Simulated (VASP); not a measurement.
# Ti (P6_3/mmc) in VASP: single point with PBE0

Aim: the single point of Ti with PBE0.

All numbers are computed with VASP 6.6.1; they aren't measurements. Logs are shortened: lines on timing, memory, paths and dates and some standing lists are left out, and cuts for length are marked.

**1. The structure**

It takes space group P6_3/mmc (No. 194, hexagonal). The conventional cell has a = 2.898 Å, b = 2.898 Å, c = 4.587 Å, α = 90.00°, β = 90.00°, γ = 120.00°. Ti (site symmetry -6m2) has 12 Ti at 2.84 to 2.90 Å as nearest neighbours.

**2. Single point, PBE0**

POSCAR reads:

```
Ti
1.0
    2.8983000000      0.0000000000      0.0000000000
   -1.4491500000      2.5100000000      0.0000000000
    0.0000000000      0.0000000000      4.5866100000
Ti
2
Direct
    0.3333300000      0.6666700000      0.2500000000
    0.6666700000      0.3333300000      0.7500000000
```

INCAR.step1 reads:

```
  ALGO = Normal
  EDIFF = 1E-5
  ENCUT = 520
  GGA = PE
  ISIF = 2
  ISMEAR = 0
  LASPH = T
  LREAL = F
  LWAVE = T
  NELM = 80
  PREC = Accurate
  SIGMA = 0.1
```

INCAR.step2 reads:

```
  AEXX = 0.25
  ALGO = Normal
  EDIFF = 1E-7
  ENCUT = 520
  GGA = PE
  HFRCUT = -1
  ISIF = 2
  ISMEAR = 0
  ISTART = 1
  LASPH = T
  LCHARG = T
  LELF = T
  LHFCALC = T
  LREAL = F
  LVHAR = T
  LWAVE = F
  NELM = 80
  PREC = Accurate
  PRECFOCK = Fast
  SIGMA = 0.1
```

KPOINTS reads:

```
k-points
0
Gamma
  9 9 4
```

Potentials or basis: VASP PAW PBE potentials, release 64 (Ti_sv).

The run is started by

```
> cat potpaw_PBE.64/Ti_sv/POTCAR > POTCAR
> cp INCAR.step1 INCAR
> mpirun -np 1 vasp_std > vasp.out
> cp INCAR.step2 INCAR
> mpirun -np 1 vasp_std > vasp.out
```

OUTCAR:

```text
AEXX = 0.25
   EDIFF = 1E-7
   ENCUT = 520
   GGA = PE
   ISIF = 2
   ISMEAR = 0
   ISTART = 1
   LASPH = T
   LHFCALC = T
   LREAL = F
   NELM = 80
   PREC = Accurate
   PRECFOCK = Fast

 ion  position               nearest neighbor table
   1  0.333  0.667  0.250-   2 2.84   2 2.84   2 2.84   2 2.84   2 2.84   2 2.84
   2  0.667  0.333  0.750-   1 2.84   1 2.84   1 2.84   1 2.84   1 2.84   1 2.84

  LATTYP: Found a hexagonal cell.
 ALAT       =     2.8983000000
 C/A-ratio  =     1.5825173377

  Lattice vectors:

 A1 = (   2.8983000000,   0.0000000000,   0.0000000000)
 A2 = (  -1.4491500000,   2.5100000000,   0.0000000000)
 A3 = (   0.0000000000,   0.0000000000,   4.5866100000)

Analysis of symmetry for initial positions (statically):
=====================================================================
 Subroutine PRICEL returns:
 Original cell was already a primitive cell.

 Routine SETGRP: Setting up the symmetry group for a
 hexagonal supercell.

 Subroutine GETGRP returns: Found  8 space group operations
 (whereof  4 operations were pure point group operations)
 out of a pool of 24 trial point group operations.

The static configuration has the point symmetry C_2h.
 The point group associated with its full space group is D_2h.

Analysis of symmetry for dynamics (positions and initial velocities):
=====================================================================
 Subroutine PRICEL returns:
 Original cell was already a primitive cell.

 Routine SETGRP: Setting up the symmetry group for a
 hexagonal supercell.

 Subroutine GETGRP returns: Found  8 space group operations
 (whereof  4 operations were pure point group operations)
 out of a pool of 24 trial point group operations.

The dynamic configuration has the point symmetry C_2h.
 The point group associated with its full space group is D_2h.

 Subroutine INISYM returns: Found  8 space group operations
 (whereof  4 operations are pure point group operations),
 and found     1 'primitive' translations

----------------------------------------------------------------------------------------

                                     Primitive cell

  volume of cell :      33.3664

  direct lattice vectors                    reciprocal lattice vectors
     2.898300000  0.000000000  0.000000000     0.345029845  0.199203187  0.000000000
    -1.449150000  2.510000000  0.000000000     0.000000000  0.398406375  0.000000000
     0.000000000  0.000000000  4.586610000     0.000000000  0.000000000  0.218025949

  length of vectors
     2.898300000  2.898298763  4.586610000     0.398406205  0.398406375  0.218025949

  position of ions in fractional coordinates (direct lattice)
     0.333330000  0.666670000  0.250000000
     0.666670000  0.333330000  0.750000000

  ion indices of the primitive-cell ions
   primitive index   ion index
                 1           1
                 2           2

----------------------------------------------------------------------------------------

 KPOINTS: k-points

Automatic generation of k-mesh.
 Grid dimensions read from file:
 generate k-points for:    9    9    4

 Generating k-lattice:

  Cartesian coordinates                     Fractional coordinates (reciprocal lattice)
     0.038336649  0.022133687  0.000000000     0.111111111 -0.000000000  0.000000000
     0.000000000  0.044267375  0.000000000     0.000000000  0.111111111  0.000000000
     0.000000000  0.000000000  0.054506487     0.000000000  0.000000000  0.250000000

  Length of vectors
     0.044267356  0.044267375  0.054506487

  Shift w.r.t. Gamma in fractional coordinates (k-lattice)
     0.000000000  0.000000000  0.000000000

 Subroutine IBZKPT returns following result:
 ===========================================

 Found     75 irreducible k-points:

 Following reciprocal coordinates:
            Coordinates               Weight
  0.000000  0.000000  0.000000      1.000000
  0.111111 -0.000000  0.000000      4.000000
 -0.111111  0.111111  0.000000      2.000000
  0.222222  0.000000  0.000000      4.000000
 -0.222222  0.222222  0.000000      2.000000
  0.333333 -0.000000  0.000000      4.000000
[... 16 lines left out ...]
 -0.222222 -0.444444  0.000000      4.000000
  0.444444  0.333333  0.000000      4.000000
 [... further k-points ...]
   k-points           NKPTS =     75   k-points in BZ     NKDIM =    324   number of bands    NBANDS=     16
   number of dos      NEDOS =    301   number of ions     NIONS =      2
   total plane-waves  NPLWV =  20736
   dimension x,y,z NGX =    24 NGY =   24 NGZ =   36
   dimension x,y,z NGXF=    48 NGYF=   48 NGZF=   72
   ions per type =               2
   NGX,Y,Z   is equivalent  to a cutoff of  13.77, 13.77, 13.05 a.u.
   NGXF,Y,Z  is equivalent  to a cutoff of  27.53, 27.53, 26.10 a.u.
 SYSTEM =  unknown system
   PREC   = accura    normal or accurate (medium, high low for compatibility)
   ISTART =      1    job   : 0-new  1-cont  2-samecut
   ICHARG =      0    charge: 1-file 2-atom 10-const
   ISPIN  =      1    spin polarized calculation?
   LNONCOLLINEAR =      F non collinear calculations
   LSORBIT =      F    spin-orbit coupling
   LASPH  =      T    aspherical Exc in radial PAW
   ENCUT  =  520.0 eV  38.22 Ry    6.18 a.u.   5.39  5.39  8.53*2*pi/ulx,y,z
   NELM   =     80;   NELMIN=  2; NELMDL=  0     # of ELM steps
   EDIFF  = 0.1E-06   stopping-criterion for ELM
   LREAL  =      F    real-space projection
   EDIFFG = 0.1E-05   stopping-criterion for IOM
   NSW    =      0    number of steps for IOM
   IBRION =     -1    ionic relax: 0-MD 1-quasi-New 2-CG
   NFREE  =      0    steps in history (QN), initial steepest desc. (CG)
   ISIF   =      2    stress and relaxation
   ISYM   =      3    0-nonsym 1-usesym 2-fastsym
   POTIM  = 0.5000    time-step for ionic-motion
   TEBEG  =    0.0;   TEEND  =   0.0 temperature during run
   PSTRESS=    0.0 pullay stress
   NELECT =      24.0000    total number of electrons
   NUPDOWN=      -1.0000    fix difference up-down
   EMIN   =  10.00;   EMAX   =-10.00  energy-range for DOS
   EFERMI =   0.00;   METHOD = LEGACY
   ISMEAR =     0;   SIGMA  =   0.10  broadening in eV -4-tet -1-fermi 0-gaus
   EFERMI_NEDOS =   21; number of points for ismear=-14 and -15
   IALGO  =     38    algorithm
   IMIX   =      1    mixing-type and parameters
     AMIX     =   0.40;   BMIX     =  1.00
     AMIX_MAG =   1.60;   BMIX_MAG =  1.00
  volume/ion in A,a.u.               =      16.68       112.58
  Fermi-wavevector in a.u.,A,eV,Ry     =   1.466816  2.771880 29.273601  2.151549
  Thomas-Fermi vector in A             =   2.582508
   LORBIT       =      0    0 simple, 1 ext, 2 COOP (PROOUT), +10 PAW based schemes
   GGA     = PE    functional components
   LHFCALC =     T    Hartree Fock is set to
   PRECFOCK=fast      Normal, Fast or Accurate (Low or Medium for compatibility)
   ENCUT4O =  -1.0   cutoff for four orbital integrals eV
   NKREDX  =     1    reduce k-point grid by
   NKREDY  =     1    reduce k-point grid by
   NKREDZ  =     1    reduce k-point grid by
   AEXX    =    0.2500 exact exchange contribution
   HFSCREEN=    0.0000 screening length (either q_TF or 0.3 A-1)
   HFSCREENC=   0.0000 screening length for correlation (either q_TF or 0.3 A-1)
   ENCUTFOCK=  -1.0 apply spherical cutoff to Coloumb kernel
   IVDW    =     0    specifies the selected vdW correction
   LEPSILON=     F    determine dielectric tensor
   LRPA    =     F    only Hartree local field effects (RPA)
 non-spin polarized calculation
 Gauss-broadening in eV      SIGMA  =   0.10
  energy-cutoff  :      520.00
  volume of cell :       33.37
 maximum number of plane-waves:       929
 NGX is ok and might be reduce to    24
  NGX = 12; NGY = 12; NGZ = 20

 number of electron      23.9999999 magnetization

 Free energy of the ion-electron system (eV)
  ---------------------------------------------------
  ext. energy  EPLUGINS =         0.00000000
  ---------------------------------------------------
  free energy    TOTEN  =       -21.01551122 eV

  energy without entropy =      -21.01547717  energy(sigma->0) =      -21.01549419

 E-fermi :   8.8131     XC(G=0):  -9.2217

 val. band max:        8.6035429320   @ k =  -0.1111   0.2222   0.2500
 cond. band min:       9.0073283442   @ k =   0.0000   0.0000   0.5000
 fundamental gap:      0.4037854122
 Fermi energy:         8.8130995959

 k-point     1 :       0.0000    0.0000    0.0000
  band No.  band energies     occupation
      1     -53.3935      2.00000
      2     -53.2219      2.00000
      3     -28.4022      2.00000
      4     -27.6072      2.00000
      5     -27.6055      2.00000
      6     -27.5300      2.00000
[... 8 lines left out ...]
     15      11.1263      0.00000
     16      11.1529      0.00000

 k-point     2 :       0.1111   -0.0000    0.0000
  band No.  band energies     occupation
      1     -53.3781      2.00000
      2     -53.2159      2.00000
      3     -28.3690      2.00000
      4     -27.6728      2.00000
      5     -27.6272      2.00000
      6     -27.5588      2.00000
[... 8 lines left out ...]
     15      11.0470      0.00000
     16      11.4356      0.00000

 k-point     3 :      -0.1111    0.1111    0.0000
  band No.  band energies     occupation
      1     -53.3781      2.00000
      2     -53.2157      2.00000
      3     -28.3690      2.00000
      4     -27.6718      2.00000
      5     -27.6262      2.00000
      6     -27.5582      2.00000
[... 8 lines left out ...]
     15      11.0413      0.00000
     16      11.4355      0.00000

 k-point     4 :       0.2222    0.0000    0.0000
  band No.  band energies     occupation
      1     -53.3386      2.00000
      2     -53.2028      2.00000
      3     -28.2711      2.00000
      4     -27.8463      2.00000
      5     -27.7283      2.00000
      6     -27.6760      2.00000
[... 8 lines left out ...]
     15      10.9990      0.00000
     16      11.4584      0.00000
[... 324 lines left out ...]
 k-point    22 :       0.3333    0.2222    0.0000
  band No.  band energies     occupation
      1     -53.2316      2.00000
      2     -53.1934      2.00000
      3     -28.1109      2.00000
      4     -27.9852      2.00000
      5     -27.9611      2.00000
      6     -27.8760      2.00000
[... 8 lines left out ...]
     15      11.0811      0.00000
     16      12.8542      0.00000

 k-point    23 :      -0.2222   -0.4444    0.0000
  band No.  band energies     occupation
      1     -53.2315      2.00000
      2     -53.1933      2.00000
      3     -28.1109      2.00000
      4     -27.9839      2.00000
      5     -27.9610      2.00000
      6     -27.8757      2.00000
[... 8 lines left out ...]
     15      11.0803      0.00000
     16      12.8538      0.00000

 k-point    24 :       0.4444    0.3333    0.0000
  band No.  band energies     occupation
      1     -53.2317      2.00000
      2     -53.1934      2.00000
      3     -28.1119      2.00000
      4     -27.9849      2.00000
      5     -27.9611      2.00000
      6     -27.8753      2.00000
[... 8 lines left out ...]
     15      11.0805      0.00000
     16      12.8594      0.00000

 [... further k-points ...]

------------------------ aborting loop because EDIFF is reached ----------------------------------------

  FORCE on cell =-STRESS in cart. coord.  units (eV):
  Direction    XX          YY          ZZ          XY          YZ          ZX
  --------------------------------------------------------------------------------------
  -------------------------------------------------------------------------------------
  Total        0.6914069      0.6102338      0.3723104     -0.0702973      0.0000000     -0.0000000
  in kB       33.1997979     29.3020483     17.8775057     -3.3755194      0.0000000     -0.0000000
  external PRESSURE =      26.7931173 kB  Pullay stress =       0.0000000 kB

 VOLUME and BASIS-vectors are now :
 -----------------------------------------------------------------------------
  energy-cutoff  :      520.00
  volume of cell :       33.37
      direct lattice vectors                 reciprocal lattice vectors
     2.898300000  0.000000000  0.000000000     0.345029845  0.199203187  0.000000000
    -1.449150000  2.510000000  0.000000000     0.000000000  0.398406375  0.000000000
     0.000000000  0.000000000  4.586610000     0.000000000  0.000000000  0.218025949

 POSITION                                       TOTAL-FORCE (eV/Angst)
 -----------------------------------------------------------------------------------
     -0.00001      1.67334      1.14665         0.001178     -0.000680      0.000000
      1.44916      0.83666      3.43996        -0.001178      0.000680     -0.000000
 -----------------------------------------------------------------------------------
    total drift:                               -0.000000     -0.000000     -0.000000

  FREE ENERGIE OF THE ION-ELECTRON SYSTEM (eV)
  ---------------------------------------------------
  free  energy   TOTEN  =       -21.0155112235 eV

  energy  without entropy=      -21.0154771659  energy(sigma->0) =      -21.01549419
```

Wall time 1.7 h (1 thread of Intel Xeon 6975P-C (Granite Rapids), shared host); peak memory 0.21 GiB.

Results:

```yaml
Free_energy: -21.0155 eV
Pressure: 2.7 GPa
Band_gap_on_the_k_mesh: none (metal or under the smearing width)
```

Caveat: the PAW data sets were made with another functional, which shifts forces and pressure a little.
